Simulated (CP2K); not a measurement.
# Ti under changes of volume

One of the cells (16.731 Å³/atom); the others are scaled copies at fixed shape and fractional positions:

```
Ti
1.0
     2.87085    0.00000    0.00000
     1.43543    2.48623    0.00000
     1.43543    0.82874    2.34404
Ti
1
Direct
  0.00000 0.00000 0.00000
```

This isn't the form of Ti at room conditions, which is hcp.

- Program: CP2K 2026.2
- Functional: LDA
- Potentials or basis: GTH_POTENTIALS Ti GTH-PADE-q12; TZVP-MOLOPT-PBE-GTH basis
- Density cutoff: 6123 eV
- k mesh: 11 × 11 × 11
- Occupations: fermi-dirac, width 0.1 eV
- Spin: no spin polarisation

```tsv
volume (Å³/atom)	energy over the lowest point (meV/atom)	pressure (GPa)
15.727	2.81	3.1
16.062	0.00	0.4
16.396	?	?
16.731	10.08	-4.3
17.065	22.05	-6.3
17.400	38.10	-8.2
17.735	57.88	-9.9
```

Question: What does the run at 16.396 Å³/atom give?

Answer: Energy over the lowest point 2.59 meV/atom; pressure -2.0 GPa.

Worked out: A Birch-Murnaghan fit of order 3 (a polynomial in V^(-2/3)) to the other rows has its minimum at 16.06 Å³/atom with B0 = V·E''(V) = 124 GPa and B' = 3.5. It gives 2.58 meV/atom at 16.396 Å³/atom, against the run's 2.59, and -dE/dV = -2.5 GPa, against -2.0.

Energies are extrapolated to zero smearing.

Caveats: the basis of atomic orbitals isn't converged, which shifts pressures, moduli and gaps.
